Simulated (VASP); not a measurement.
# Hf: equation of state with PBEsol

Hf:

```
Hf
1.0
     3.19670    0.00000    0.00000
    -1.59835    2.76842    0.00000
     0.00000    0.00000    5.05780
Hf
2
Cartesian
  1.5984 0.9228 3.7934
  0.0000 1.8456 1.2645
```

```
Program                : VASP 6.6.1
Task                   : equation of state
Functional             : PBEsol
Potentials or basis    : VASP PAW PBE potentials, release 64 (Hf_pv)
Cutoff                 : 520 eV
k mesh                 : 10 × 10 × 5
Occupations            : fermi-dirac, width 0.05 eV
Spin                   : no spin polarisation
Ladder                 : free
Further INCAR settings : ALGO = Normal; EDIFF = 1e-07; NBANDS = 17
```

The equilibrium volume is 21.50 Å³/atom, the bulk modulus at fixed shape and positions is 115 GPa and the pressure derivative of the bulk modulus is 3.5.

Energy against volume, from the lowest point:
```csv
volume (Å³/atom),energy (meV/atom)
21.037,3.73
21.485,0.00
21.933,2.97
22.380,12.05
22.828,26.71
23.276,46.44
23.723,70.80
```

All runs of the series together: 86 s on 1 thread of AMD EPYC 9R45 96-Core Processor (Zen 5), with other jobs on the host.

Caveat: the cell was scaled at fixed shape and fractional positions, which overstates the stiffness of a crystal with free parameters, most of all of layers and chains; the PAW data sets were made with another functional, which shifts forces and pressure a little. Spin-orbit coupling is left out, which matters for the levels of Hf.
